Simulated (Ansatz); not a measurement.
Born–Oppenheimer molecular dynamics of a periodic cell of 16 atoms, WC (start crystal WC, start structure P-6m2, volume 1.15 times the crystal's). It goes on from the last frame of an earlier run, with new velocities.

These are results of DFT PBE, scalar-relativistic, plane waves, PAW (Ansatz), not measurements. Settings: PAW set soft_1, cutoff 420 eV, k mesh 2x3x2, fermi-dirac smearing 0.24 eV, no spin polarisation.

```
ensemble             : NVT, Langevin thermostat
time step            : 1 fs
steps asked          : 400
set temperature      : 2240 K
friction             : 0.02 /fs
temperature schedule : 300 steps to 300 K, then 100 steps to 300 K
seed                 : 627890
```

First frame:

```xyz
16
Lattice="-3.0377 -5.2614 0.0000 4.5565 -2.6307 0.0000 0.0000 0.0000 5.9243" Properties=species:S:1:pos:R:3
W 0.163 -5.363 0.345
C 1.502 -4.346 1.903
W -0.081 -5.287 3.152
C 1.347 -4.419 4.396
W -1.551 -2.656 -0.040
C -0.011 -1.969 1.219
W -1.301 -2.381 2.846
C -0.100 -1.930 4.529
W 1.485 -2.676 0.093
C 2.863 -1.786 1.763
W 1.638 -2.585 3.202
C 3.025 -2.063 4.469
W -0.140 0.092 -0.015
C -1.590 -4.370 1.858
W -0.114 0.236 3.024
C -1.692 -4.354 4.667
```

**Question.** What does the run give?

**Answer.** All steps were run.

- steps done: 400
- time covered: 400 fs
- mean temperature over the second half: 646 K
- spread of the potential energy over the second half: 40.9 meV per atom
- mean potential energy of the second half above the start: -338.3 meV per atom

The schedule's set-point averaged 462 K over the second half and the system 646 K, so it lags behind the ramp. A run of 0.4 ps of so small a system gives no equilibrium averages. Limits of this set-up: coarse k mesh.

**Question.** What happens to the structure?

**Answer.** Mean squared displacements from the first frame to the last, about the centre of mass: W 0.06 Å², C 0.10 Å². Another seed would give other details.

**Question.** How do temperature and energy run in time?

**Answer.** 
```json
{"time (fs)": "0", "T (K)": "2100", "potential energy less start (eV)": "0.000"}
{"time (fs)": "20", "T (K)": "1811", "potential energy less start (eV)": "-0.085"}
{"time (fs)": "40", "T (K)": "2265", "potential energy less start (eV)": "-0.829"}
{"time (fs)": "60", "T (K)": "2299", "potential energy less start (eV)": "-2.912"}
{"time (fs)": "80", "T (K)": "2085", "potential energy less start (eV)": "-3.938"}
{"time (fs)": "100", "T (K)": "2046", "potential energy less start (eV)": "-3.413"}
{"time (fs)": "120", "T (K)": "1743", "potential energy less start (eV)": "-3.368"}
{"time (fs)": "140", "T (K)": "1607", "potential energy less start (eV)": "-2.909"}
{"time (fs)": "160", "T (K)": "1300", "potential energy less start (eV)": "-3.573"}
{"time (fs)": "180", "T (K)": "1454", "potential energy less start (eV)": "-4.529"}
{"time (fs)": "200", "T (K)": "1427", "potential energy less start (eV)": "-5.053"}
{"time (fs)": "220", "T (K)": "1016", "potential energy less start (eV)": "-4.210"}
{"time (fs)": "240", "T (K)": "969", "potential energy less start (eV)": "-4.743"}
{"time (fs)": "260", "T (K)": "666", "potential energy less start (eV)": "-4.745"}
{"time (fs)": "280", "T (K)": "767", "potential energy less start (eV)": "-5.279"}
{"time (fs)": "300", "T (K)": "506", "potential energy less start (eV)": "-5.538"}
{"time (fs)": "320", "T (K)": "478", "potential energy less start (eV)": "-5.874"}
{"time (fs)": "340", "T (K)": "518", "potential energy less start (eV)": "-5.986"}
{"time (fs)": "360", "T (K)": "395", "potential energy less start (eV)": "-5.955"}
{"time (fs)": "380", "T (K)": "281", "potential energy less start (eV)": "-6.178"}
{"time (fs)": "400", "T (K)": "242", "potential energy less start (eV)": "-6.187"}
```

The run took 35 min on 2 threads of Arm Neoverse V1, on a shared host, peak memory 0.72 GiB.
